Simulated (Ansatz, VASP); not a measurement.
PbSe: VASP beside Ansatz

Contents of INCAR:

```
SYSTEM = PbSe
ALGO = Normal
EDIFF = 1E-7
ENCUT = 520
GGA = PE
ISIF = 2
ISMEAR = -1
LASPH = .True.
LCHARG = .True.
LELF = .True.
LREAL = .False.
LVHAR = .True.
LWAVE = .False.
NBANDS = 17
NELM = 60
PREC = Accurate
SIGMA = 0.01
```

The input KPOINTS:

```
k-points
0
Gamma
  9 9 9
  0 0 0
```

File POSCAR:

```
PbSe
1.0
   -0.0306215000      3.0468392500      3.0468392500
    3.0468392500     -0.0306215000      3.0468392500
    3.0468392500      3.0468392500     -0.0306215000
Pb Se
1 1
Direct
    0.0000000000      0.0000000000      0.0000000000
    0.5000000000      0.5000000000      0.5000000000
```

Input for Ansatz:

```yaml
crystal:
  lattice:
    - [-0.0306215, 3.04683925, 3.04683925]
    - [3.04683925, -0.0306215, 3.04683925]
    - [3.04683925, 3.04683925, -0.0306215]
  atoms:
    - { symbol: Pb, position: [0.0, 0.0, 0.0] }
    - { symbol: Se, position: [0.5, 0.5, 0.5] }
kpoints:
  mp_grid: { grid: [9, 9, 9] }
  band_path:
    path:
      - [0.0, 0.0, 0.0]
      - [0.5, 0.5, 0.5]
      - [0.2525443832, 0.5, 0.7474556168]
      - [-0.2525443832, 0.2525443832, 0.5]
      - [0.0, 0.0, 0.5]
      - [0.0, 0.0, 0.0]
      - [-0.3762721916, 0.0, 0.3762721916]
      - [0.0, 0.3762721916, 0.6237278084]
      - [0.0, 0.5, 0.5]
    npoints: 5
scf:
  occupations: { method: fermi_dirac, width: 0.01 }
hamiltonian:
  xc: pbe
  pseudopotentials: { kind: all_electron, lapw: { basis_error: 0.00025 } }
output:
  forces: true
  stress: true
  eigenvalues: true
```

Change from the starting cell: equal xy, yz and zx shear strains of -1 %.

Alike in both runs: task single point; functional PBE; k mesh 9 × 9 × 9; occupations fermi-dirac, width 0.01 eV; no spin polarisation.

|  | VASP | Ansatz |
| --- | --- | --- |
| version | VASP 6.6.1 | Ansatz 0.2.0 |
| potentials or method | VASP PAW PBE potentials, release 64 (Pb_d, Se) | all-electron LAPW, scalar-relativistic |
| plane-wave cutoff (eV) | 520 | see its input |

```tsv
	VASP	Ansatz	Ansatz less VASP
gap on the k mesh at the Fermi level (eV)	0.60	0.60	-0.002
pressure (GPa)	2.3	2.3	+0.02
largest component of the traceless stress (GPa)	0.17	0.17	0.000
```

Ansatz ran all-electron here, so the differences hold the error of VASP's frozen core and of both bases.

Caveats: spin-orbit coupling is left out, which as a rule narrows the gap of such compounds by several tenths of an eV; an odd mesh through Γ misses points on the zone boundary, where band edges often lie.
